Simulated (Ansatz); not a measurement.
**AlO under changes of volume**

One of the cells (10.618 Å³/atom); the others are scaled copies at fixed shape and fractional positions:

```xyz
2
Lattice="2.7692 0.0000 0.0000 0.0000 2.7692 0.0000 0.0000 0.0000 2.7692" Properties=species:S:1:pos:R:3 pbc="T T T"
Al    1.3846    1.3846    1.3846
O     0.0000    0.0000    0.0000
```

The cell was built by a generator and needn't be a form met in nature.

```yaml
Program: Ansatz 0.2.0
Functional: PBE
Potentials_or_basis: Ansatz PAW
Cutoff: "420 eV (not typed: the program's choice for these potentials)"
k_mesh: 10 × 10 × 10
Occupations: fermi-dirac, width 0.05 eV
Spin: no spin polarisation
```

```tsv
volume (Å³/atom)	energy over the lowest point (meV/atom)	pressure (GPa)
9.981	17.01	9.1
10.193	?	?
10.405	1.80	2.8
10.618	0.00	0.0
10.830	1.78	-2.5
11.042	6.76	-4.8
11.255	14.52	-6.8
```

Q: What does the run at 10.193 Å³/atom give?

A: Energy over the lowest point 7.34 meV/atom; pressure 5.8 GPa.

Worked out: A Birch-Murnaghan fit of order 3 (a polynomial in V^(-2/3)) to the other rows has its minimum at 10.61 Å³/atom with B0 = V·E''(V) = 131 GPa and B' = 3.7. It gives 7.30 meV/atom at 10.193 Å³/atom, against the run's 7.34, and -dE/dV = 5.7 GPa, against 5.8.

Energies are extrapolated to zero smearing.

Caveats: an odd number of electrons without spin polarisation forces a metal; a magnetic or distorted state may lie lower.
